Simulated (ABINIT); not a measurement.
The system is MgSi.

```
Si Mg
1.0
     2.90839    0.00000    0.00000
     0.00000    2.90839    0.00000
     0.00000    0.00000    4.10343
Si Mg
1 1
Direct
  0.50000 0.50000 0.50000
  0.00000 0.00000 0.00000
```

The cell comes from a database or a generator and needn't be the stable form of this composition.

Base run:

* Program: ABINIT 10.8.3 (patched build)
* Functional: LDA
* Potentials or basis: PseudoDojo NC SR LDA v0.4.1 standard
* Cutoff: 1088 eV
* k mesh: 10 × 10 × 8, shifted
* Occupations: fermi-dirac, width 0.05 eV
* Spin: no spin polarisation

Its results: pressure -3.5 GPa.

Q: The run is repeated on the same cell with these changes: k mesh from 10 × 10 × 8, shifted to 7 × 7 × 5. What comes out?

A: Pressure -3.9 GPa.

Not every run made on this cell is shown here.
